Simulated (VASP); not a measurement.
**Pb: atomic charges with AM05+D4**

The system is Pb.

```
CELL_PARAMETERS angstrom
0.00000 2.47502 2.47502
2.47502 0.00000 2.47502
2.47502 2.47502 0.00000
ATOMIC_POSITIONS crystal
Pb 0.00000 0.00000 0.00000
```

```
Program                : VASP 6.6.1
Task                   : atomic charges
Functional             : AM05
Dispersion             : D4
Potentials or basis    : VASP PAW PBE potentials, release 64 (Pb)
Cutoff                 : 500 eV
k mesh                 : 7 × 7 × 7
Occupations            : fermi-dirac, width 0.1 eV
Spin                   : spin-orbit coupling, no magnetisation
Further INCAR settings : ALGO = Fast; EDIFF = 1e-06
```

- Pressure: -1.2 GPa
- Valence electrons inside the program's atomic spheres: Pb 3.13
- Dispersion energy per atom: -0.253 eV

Run time: 21 s on 1 thread of Intel(R) Xeon(R) Platinum 8488C (Sapphire Rapids), on a shared host, peak memory 0.24 GiB.

Caveat: the PAW data sets were made with another functional, which shifts forces and pressure a little.
